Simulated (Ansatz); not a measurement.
# Thickness series of a Cu/C/Cu junction, part 4 of 6

How fast does the current through Cu/C/Cu fall with each added layer? Both electrodes are Cu fcc(111); the barrier is C diamond(111) (whole bilayers). In the first transport cell, after relaxation, the nearest pair of electrode and barrier is Cu–C at 2.05 Å, along the normal, at the lower face and Cu–C at 2.05 Å, along the normal, at the upper one. All share a net of side 2.524 Å, which strains the lower electrode by -1.7 % and the barrier by +0.0 %, against typed lattice constants near PBE's. The first steps treat the bulk electrodes alone.

Ansatz 0.2.0; PBE DFT, plane waves, PAW files (the session's first sound run).

So far, transmission at the Fermi level (a spin, zone mean): step 4 (T(E) of the junction) 0.135.

### Step 5. Conductance, atomic planes in the barrier 4, gap between the electrodes 6.62 Å

Level of this step: PBE DFT, plane waves, PAW files; ballistic transmission by layer matching between semi-infinite leads (Ansatz).

System of this step: Cu/C/Cu. The cell holds 20 atoms: 16 Cu and 4 C. Cell: a = 2.524 Å, b = 2.524 Å, c = 50.294 Å, α = 90.0°, β = 90.0°, γ = 120.0°. Regions: left electrode, 8 atoms (8 Cu); barrier, 4 atoms (4 C); right electrode, 8 atoms (8 Cu). Vacuum lies along c.

The conductance needs T(E) within ten thermal energies of the Fermi level, on steps under 1.5 kT, and a finer mesh (36×36), since the current can rest on few wavevectors.

File input.yaml:

```yaml
crystal:
  lattice:
    - [2.524, 0.0, 0.0]
    - [-1.262, 2.1858481192, 0.0]
    - [0.0, 0.0, 50.2940369314]
  atoms:
    - { symbol: Cu, position: [0.66666667, 0.33333333, 0.1391815099] }
    - { symbol: Cu, position: [0.0, 0.0, 0.1813330529] }
    - { symbol: Cu, position: [0.33333333, 0.66666667, 0.2234845958] }
    - { symbol: Cu, position: [0.66666667, 0.33333333, 0.2656361387] }
    - { symbol: Cu, position: [0.0, 0.0, 0.3077876817] }
    - { symbol: Cu, position: [0.33333333, 0.66666667, 0.3499392246] }
    - { symbol: Cu, position: [0.66666667, 0.33333333, 0.3920907676] }
    - { symbol: Cu, position: [0.0, 0.0, 0.4341844064] }
    - { symbol: C, position: [0.0, 0.0, 0.47495191] }
    - { symbol: C, position: [0.33333333, 0.66666667, 0.4837794535] }
    - { symbol: C, position: [0.33333333, 0.66666667, 0.5155935885] }
    - { symbol: C, position: [0.66666667, 0.33333333, 0.5250480907] }
    - { symbol: Cu, position: [0.66666667, 0.33333333, 0.5658155942] }
    - { symbol: Cu, position: [0.0, 0.0, 0.6079092324] }
    - { symbol: Cu, position: [0.33333333, 0.66666667, 0.6500607754] }
    - { symbol: Cu, position: [0.66666667, 0.33333333, 0.6922123183] }
    - { symbol: Cu, position: [0.0, 0.0, 0.7343638613] }
    - { symbol: Cu, position: [0.33333333, 0.66666667, 0.7765154042] }
    - { symbol: Cu, position: [0.66666667, 0.33333333, 0.8186669471] }
    - { symbol: Cu, position: [0.0, 0.0, 0.8608184901] }
kpoints:
  mp_grid: { grid: [12, 12, 1] }
scf:
  occupations: { method: fermi_dirac, width: 0.1 }
  max_iter: 150
hamiltonian:
  xc: pbe
output:
  transmission:
    kmesh: [36, 36]
    e_range: [-0.26, 0.27]
    de: 0.0375
    leads: [[3, 4], [16, 17]]
```

On the command line:

```
$ ansatz run input.yaml --threads 4 --pin off --max-ram 12288MiB --backend cpu --events-out ev --progress --plain --runs-dir out
```

Numbers of over 12 decimals in the logs are rounded to 6 here.

The program printed:

```text
[...]
Crystal: 20 atoms, lattice volume = 277.476 Å³
Basis set: ecut = 420 eV, 5455 PW (Γ)
Bands: 192, of which v1, the nominal top of the filled ones, is band 160 counted from 1 (159 counted from 0)
Symmetry: 6 space group operations
[...]
k-points: 19 of 144 (time reversal used)
[...]
SCF iter   1: F=—  HF=-107003.134692 eV  |F-HF|=—  |Δ(HF+E_count)|=         —  Δρ=1.60e-2  dr2=4.65e1  ethr=1.77e-3  ⟨swp⟩=6.1  Hψ=13307  notcnv=0  defer=236
[...]
SCF iter  13: F=-107002.784791 eV  HF=-107002.784791 eV  |F-HF|=1.55e-8  |Δ(HF+E_count)|=   2.32e-8  Δρ=1.64e-6  dr2=1.90e-8  ethr=3.13e-11  ⟨swp⟩=3.5  Hψ=7911  notcnv=0
SCF 1 converged in 13 iterations: F = -107002.784791 eV  dr2 = 1.90e-8
[...]
transmission: 382 of 3810 steps passed
transmission: 764 of 3810 steps passed
[...]
transmission: 3810 of 3810 steps passed
SCF converged after 13 iterations
Free energy (F): -107002.784791 eV
[...]
Internal energy: -107002.567287 eV  (E = F + TS)
E sigma→0 (E₀):  -107002.676039 eV
Entropy (-TS):   -0.217504 eV (-10.875 meV/atom)
Fermi energy:    11.329584 eV
[...]
--- Band table (eV; the first three rows and the last of 19) ---
  k-point 0: bands = [... 156 lower, 9.6321, 9.6321, 9.6538, 9.6538, 9.7167, 9.7167, 9.7175, 9.7175, ... 28 higher]
  k-point 1: bands = [... 156 lower, 9.6348, 9.6453, 9.7186, 9.7192, 9.7401, 9.8554, 10.0502, 10.1995, ... 28 higher]
  k-point 2: bands = [... 156 lower, 9.6487, 9.6958, 9.7231, 9.7246, 9.8725, 9.9006, 10.1715, 10.4714, ... 28 higher]
  k-point 18: bands = [... 156 lower, 14.8437, 14.8664, 14.8698, 14.9607, 14.9607, 14.9769, 14.9772, 15.1379, ... 28 higher]
--- Transmission ---
  basis      : 55 plane waves across, 30 finite elements along
  points     : 127, standing for a mesh of 36 x 36
  filling    : by the input's occupations and mesh, since the crystals that have channels conduct as metals do. If one of these is a semiconductor, that mesh has misplaced its level
[...]
filled         : 10.1 meV under the level at which it is neutral
    channels       : 7.708333e-1 a spin
    conductance    : 1.0824e15 S/m² at 300 K; may be off by some 0.0 % by where its bands' edges are placed, 2.7 % from the k-mesh, 0.0 % from the distance to neutral
    slowest decay  : 0.0644 /Å at (0.0833, 0.0278)
[...]
filled         : 18.3 meV under the level at which it is neutral
    channels       : 7.708333e-1 a spin
[...]
slowest decay  : 0.0634 /Å at (0.0833, 0.0278)
  junction   : crystal 0 to crystal 1, 15.12 to 34.45 Å
    transmission   : 4.887373e-1 a spin
    conductance    : 6.8758e14 S/m² at 300 K (6.9987e14 on every other point, 6.8810e14 on every other energy)
    error estimate : 0.1 % from the energy spacing and 0.0 % from band edges of the leads and from resonances (wavevectors taken as independent; lower de), 2.7 % from the k-mesh, 4.6 % from the steps of its leads' Hamiltonians or their offsets (lay more layers), 1.1 % from the distance to neutral
    resistance     : 5.3033e-4 Ω µm² beyond half of each lead's own
```

Wall time 56 s (4 threads of Intel Xeon Platinum 8488C (Sapphire Rapids), shared host); peak memory 1.7 GiB.

This step gave:

- free energy: -107002.7848 eV
- Fermi energy: 11.33 eV
- transmission at the Fermi level (a spin, zone mean): 0.4887
- channels of the lower lead: 0.7708
- channels of the upper lead: 0.7708
- potential step in the lower lead: 28.6 meV
- ballistic conductance of the lower lead: 1.08e15 S/m²
- potential step in the upper lead: 11.9 meV
- ballistic conductance of the upper lead: 1.08e15 S/m²
- junction conductance: 6.88e14 S/m²
- error estimates by source, in the log's order: 0.1, 0, 2.7, 4.6, 1.1 %
- resistance-area product beyond the leads: 5.30e-4 Ω um²

One spin. Transmission, zone mean against energy, zero at the Fermi level:

| energy (eV) | transmission, zone mean |
| --- | --- |
| -0.260 | 0.565 |
| -0.223 | 0.561 |
| -0.185 | 0.562 |
| -0.147 | 0.541 |
| -0.110 | 0.525 |
| -0.072 | 0.510 |
| -0.035 | 0.499 |
| 0.003 | 0.489 |
| 0.040 | 0.478 |
| 0.077 | 0.466 |
| 0.115 | 0.464 |
| 0.152 | 0.455 |
| 0.190 | 0.446 |
| 0.228 | 0.437 |
| 0.265 | 0.427 |

One spin. The open channels, zone mean by energy, zero at the Fermi level:

| energy (eV) | lower lead | upper lead |
| --- | --- | --- |
| -0.260 | 0.752 | 0.752 |
| -0.223 | 0.762 | 0.762 |
| -0.185 | 0.775 | 0.775 |
| -0.147 | 0.771 | 0.771 |
| -0.110 | 0.771 | 0.771 |
| -0.072 | 0.762 | 0.762 |
| -0.035 | 0.771 | 0.771 |
| 0.003 | 0.771 | 0.771 |
| 0.040 | 0.771 | 0.771 |
| 0.077 | 0.771 | 0.771 |
| 0.115 | 0.780 | 0.775 |
| 0.152 | 0.780 | 0.780 |
| 0.190 | 0.789 | 0.789 |
| 0.228 | 0.808 | 0.799 |
| 0.265 | 0.808 | 0.808 |

Transmission over k1 and k2. At 0.0025 eV from the Fermi level.

Ten even steps from '_' (0.000) to '@' (0.999), each cell a mean:
```
**==++##%%##++--..____..::==**%%##++**++****--____________________--==**
****%%##**++====------------==++++**####****==________________________==
%%%%**++++========++++++++++++======++++**####++________________________
**============++****##########****++++==========**______________________
__..::--==++++**####%%%%@@@@@@%%%%##****++++==--::..____________________
____..--==++**##%%%%@@@@@@@@@@@@@@@@@@%%####**++==::____________________
--....--==**##%%%%@@@@@@@@@@@@@@@@@@@@@@@@@@%%##**++--....::::__________
%%==----==**##%%@@@@@@@@@@%%**++++**%%@@@@@@@@@@%%##++==----****________
**%%++====++**%%@@@@@@@@%%++..______..--**@@@@@@@@%%##**======**%%++--**
****##++====++##%%@@@@@@%%++______________==%%@@@@@@%%##++====++####++**
**==@@##++====**##%%@@@@@@##..______________--%%@@@@@@%%**++====++%%##++
****==%%**++==++**##%%@@@@@@##..______________++%%@@@@@@%%**++====**%%++
****++**%%**====++**##%%@@@@@@##==..__________==%%@@@@@@%%##**++====**%%
%%::__::--%%++--==++**##%%@@@@@@@@##++--::::==##%%@@@@@@@@%%##++==--==**
**__________++::::::==++##%%%%@@@@@@@@@@%%%%%%@@@@@@@@@@@@%%##**==--::::
____________________..--++**##%%%%@@@@@@@@@@@@@@@@@@@@@@%%####**==--..__
______________________..::==++++**####%%%%@@@@@@@@@@%%%%##****++==--::__
--____________________..==========++++**####%%%%%%%%####**++++======----
%%______________________::##**++++======++++**********++++========++++**
**::________________________**%%####**++++====================++++**%%%%
****....____________________::****++######**++--::......::--==**##%%##==
******++==++++..______..++++********++++**######**..______::##%%%%**++++
```
Columns: k1 (b1) from -0.5 to 0.472; rows upwards: k2 (b2) from -0.5 to 0.472.

G = 6.9e14 S/m² (1/G = 0.00145 Ω µm²). The largest error estimate is 4.6 %, from the leads' potential steps. In the worse lead the potential repeats within 29 meV, which the program flags as too much for a lead, so G carries that doubt. By hand, Landauer's formula with T at one energy: G = (e²/h) ΣT / A = 3.874e-5 S × 0.977 / 5.517 Å² = 6.9e14 S/m², with T summed over both spins. The printed value averages T over the Fermi window and is 1.0 times this.

### Step 6. Conductance on a fine mesh, 24 atoms

System of this step: Cu/C/Cu. The cell holds 24 atoms: 16 Cu and 8 C. Its edges and angles: a = 2.524 Å, b = 2.524 Å, c = 54.425 Å, α = 90.0°, β = 90.0°, γ = 120.0°. Regions: left electrode, 8 atoms (8 Cu); barrier, 8 atoms (8 C); right electrode, 8 atoms (8 Cu). Vacuum lies along c.

Barrier layers are added or taken out in the middle, and the relaxed faces stay.

File input.yaml:

```yaml
crystal:
  lattice:
    - [2.524, 0.0, 0.0]
    - [-1.262, 2.1858481192, 0.0]
    - [0.0, 0.0, 54.4249535467]
  atoms:
    - { symbol: Cu, position: [0.66666667, 0.33333333, 0.1286174731] }
    - { symbol: Cu, position: [0.0, 0.0, 0.1675696654] }
    - { symbol: Cu, position: [0.33333333, 0.66666667, 0.2065218578] }
    - { symbol: Cu, position: [0.66666667, 0.33333333, 0.2454740501] }
    - { symbol: Cu, position: [0.0, 0.0, 0.2844262424] }
    - { symbol: Cu, position: [0.33333333, 0.66666667, 0.3233784347] }
    - { symbol: Cu, position: [0.66666667, 0.33333333, 0.362330627] }
    - { symbol: Cu, position: [0.0, 0.0, 0.4012293102] }
    - { symbol: C, position: [0.0, 0.0, 0.4389025134] }
    - { symbol: C, position: [0.33333333, 0.66666667, 0.4470600362] }
    - { symbol: C, position: [0.33333333, 0.66666667, 0.4764594417] }
    - { symbol: C, position: [0.66666667, 0.33333333, 0.4855899833] }
    - { symbol: C, position: [0.66666667, 0.33333333, 0.5144100169] }
    - { symbol: C, position: [0.0, 0.0, 0.5235405588] }
    - { symbol: C, position: [0.0, 0.0, 0.5529399635] }
    - { symbol: C, position: [0.33333333, 0.66666667, 0.5610974873] }
    - { symbol: Cu, position: [0.33333333, 0.66666667, 0.5987706903] }
    - { symbol: Cu, position: [0.66666667, 0.33333333, 0.637669373] }
    - { symbol: Cu, position: [0.0, 0.0, 0.6766215653] }
    - { symbol: Cu, position: [0.33333333, 0.66666667, 0.7155737576] }
    - { symbol: Cu, position: [0.66666667, 0.33333333, 0.7545259499] }
    - { symbol: Cu, position: [0.0, 0.0, 0.7934781422] }
    - { symbol: Cu, position: [0.33333333, 0.66666667, 0.8324303346] }
    - { symbol: Cu, position: [0.66666667, 0.33333333, 0.8713825269] }
kpoints:
  mp_grid: { grid: [12, 12, 1] }
scf:
  occupations: { method: fermi_dirac, width: 0.1 }
  max_iter: 150
hamiltonian:
  xc: pbe
output:
  transmission:
    kmesh: [36, 36]
    e_range: [-0.26, 0.27]
    de: 0.0375
    leads: [[3, 4], [20, 21]]
```

The program printed:

```text
[...]
Crystal: 24 atoms, lattice volume = 300.267 Å³
Basis set: ecut = 420 eV, 5923 PW (Γ)
Bands: 202, of which v1, the nominal top of the filled ones, is band 168 counted from 1 (167 counted from 0)
Symmetry: 12 space group operations
[...]
k-points: 19 of 144
[...]
SCF iter   1: F=—  HF=-108006.515264 eV  |F-HF|=—  |Δ(HF+E_count)|=         —  Δρ=1.81e-2  dr2=7.32e1  ethr=1.77e-3  ⟨swp⟩=6.1  Hψ=14346  notcnv=0  defer=123
[...]
SCF iter  14: F=-108005.818003 eV  HF=-108005.818003 eV  |F-HF|=2.97e-8  |Δ(HF+E_count)|=   1.97e-8  Δρ=3.28e-6  dr2=3.53e-8  ethr=2.98e-11  ⟨swp⟩=11.7  Hψ=16135  notcnv=0
SCF 1 converged in 14 iterations: F = -108005.818003 eV  dr2 = 3.53e-8
[...]
transmission: 446 of 4445 steps passed
transmission: 889 of 4445 steps passed
[...]
transmission: 4445 of 4445 steps passed
SCF converged after 14 iterations
Free energy (F): -108005.818003 eV
[...]
Internal energy: -108005.571164 eV  (E = F + TS)
E sigma→0 (E₀):  -108005.694584 eV
Entropy (-TS):   -0.246839 eV (-10.285 meV/atom)
Fermi energy:    11.477275 eV
[...]
--- Band table (eV; the first three rows and the last of 19) ---
  k-point 0: bands = [... 164 lower, 9.7900, 9.8658, 9.8658, 9.8661, 9.8661, 10.0850, 10.3665, 10.3665, ... 30 higher]
  k-point 1: bands = [... 164 lower, 9.7875, 9.8676, 9.8680, 9.9381, 10.1183, 10.1447, 10.2936, 10.4041, ... 30 higher]
  k-point 2: bands = [... 164 lower, 9.8069, 9.8731, 9.8742, 9.9048, 10.1113, 10.1693, 10.3704, 10.7885, ... 30 higher]
  k-point 18: bands = [... 164 lower, 14.9908, 15.0177, 15.0177, 15.1074, 15.1074, 15.1242, 15.1246, 15.3189, ... 30 higher]
--- Transmission ---
  basis      : 55 plane waves across, 35 finite elements along
  points     : 127, standing for a mesh of 36 x 36
[...]
filled         : 13.1 meV under the level at which it is neutral
    channels       : 7.708333e-1 a spin
[...]
slowest decay  : 0.0632 /Å at (0.0833, 0.0278)
[...]
filled         : 21.2 meV under the level at which it is neutral
    channels       : 7.708333e-1 a spin
[...]
slowest decay  : 0.0621 /Å at (0.0833, 0.0278)
  junction   : crystal 0 to crystal 1, 15.12 to 38.58 Å
    transmission   : 1.407018e-1 a spin
[...]
resistance     : 4.1065e-3 Ω µm² beyond half of each lead's own
```

Wall time 50 s (4 threads); peak memory 1.9 GiB.

This step gave:

```
free energy                                         : -108005.8180 eV
Fermi energy                                        : 11.48 eV
transmission at the Fermi level (a spin, zone mean) : 0.1407
potential step in the lower lead                    : 28.7 meV
potential step in the upper lead                    : 8.1 meV
junction conductance                                : 1.99e14 S/m²
error estimates by source, in the log's order       : 0.1, 0, 6.5, 6.1, 2.5 %
resistance-area product beyond the leads            : 0.004106 Ω um²
```

One spin. The transmission, zone mean by energy, zero at the Fermi level:

| energy (eV) | transmission, zone mean |
| --- | --- |
| -0.260 | 0.196 |
| -0.223 | 0.185 |
| -0.185 | 0.190 |
| -0.147 | 0.172 |
| -0.110 | 0.162 |
| -0.072 | 0.154 |
| -0.035 | 0.147 |
| 0.003 | 0.141 |
| 0.040 | 0.135 |
| 0.077 | 0.129 |
| 0.115 | 0.123 |
| 0.152 | 0.116 |
| 0.190 | 0.110 |
| 0.228 | 0.103 |
| 0.265 | 0.0962 |

One spin. The open channels, zone mean by energy, zero at the Fermi level:

| energy (eV) | lower lead | upper lead |
| --- | --- | --- |
| -0.260 | 0.752 | 0.752 |
| -0.223 | 0.762 | 0.752 |
| -0.185 | 0.775 | 0.775 |
| -0.147 | 0.771 | 0.775 |
| -0.110 | 0.771 | 0.771 |
| -0.072 | 0.762 | 0.762 |
| -0.035 | 0.771 | 0.771 |
| 0.003 | 0.771 | 0.771 |
| 0.040 | 0.771 | 0.771 |
| 0.077 | 0.771 | 0.771 |
| 0.115 | 0.780 | 0.775 |
| 0.152 | 0.780 | 0.780 |
| 0.190 | 0.789 | 0.789 |
| 0.228 | 0.808 | 0.799 |
| 0.265 | 0.808 | 0.808 |

Transmission over k1 and k2. At 0.0025 eV from the Fermi level.

Values, 12 rows by 16 columns, each cell a mean:
```
0.305 0.147 0.020 0.016 0.019 0.015 0.019 0.147 0.242 0.150 0.003 0.000 0.000 0.000 0.002 0.077
0.023 0.029 0.046 0.052 0.044 0.042 0.049 0.052 0.044 0.030 0.010 0.000 0.000 0.000 0.000 0.000
0.009 0.024 0.051 0.075 0.116 0.202 0.214 0.133 0.080 0.053 0.023 0.010 0.001 0.000 0.000 0.000
0.009 0.020 0.043 0.126 0.299 0.573 0.766 0.670 0.397 0.199 0.074 0.025 0.014 0.002 0.000 0.000
0.047 0.024 0.049 0.141 0.484 0.886 0.498 0.292 0.576 0.753 0.365 0.101 0.040 0.018 0.041 0.049
0.307 0.052 0.052 0.082 0.285 0.788 0.266 0.000 0.000 0.295 0.759 0.287 0.081 0.052 0.064 0.284
0.236 0.184 0.034 0.055 0.116 0.437 0.763 0.189 0.000 0.000 0.701 0.610 0.169 0.066 0.040 0.146
0.017 0.009 0.011 0.019 0.041 0.132 0.404 0.737 0.661 0.640 0.885 0.639 0.259 0.075 0.030 0.011
0.002 0.000 0.000 0.003 0.016 0.028 0.077 0.160 0.325 0.527 0.518 0.300 0.142 0.067 0.027 0.018
0.001 0.000 0.000 0.000 0.001 0.008 0.027 0.056 0.074 0.104 0.130 0.104 0.073 0.062 0.038 0.012
0.041 0.000 0.000 0.000 0.000 0.001 0.041 0.076 0.042 0.040 0.031 0.027 0.036 0.040 0.036 0.066
0.236 0.075 0.008 0.001 0.001 0.002 0.063 0.291 0.274 0.101 0.015 0.012 0.012 0.008 0.079 0.336
```
Columns: k1 (b1) from -0.5 to 0.472; rows upwards: k2 (b2) from -0.5 to 0.472.

G = 2.0e14 S/m² (1/G = 0.00503 Ω µm²), 0.29 times the step before of this kind. The largest error estimate is 6.5 %, from the mesh across the current. In the worse lead the potential repeats within 29 meV, which the program flags as too much for a lead, so G carries that doubt.

[end of part 4 of 6]

[Logs are printed without paths, hosts, clocks, repeated set-up lines and the standing remarks that a program may print on its own settings, such as how far it seeks lower states.]

[Hosts, paths, dates, database ids (printed as entryN), source tags and the programs' standing remarks are cut or masked in the printed files.]
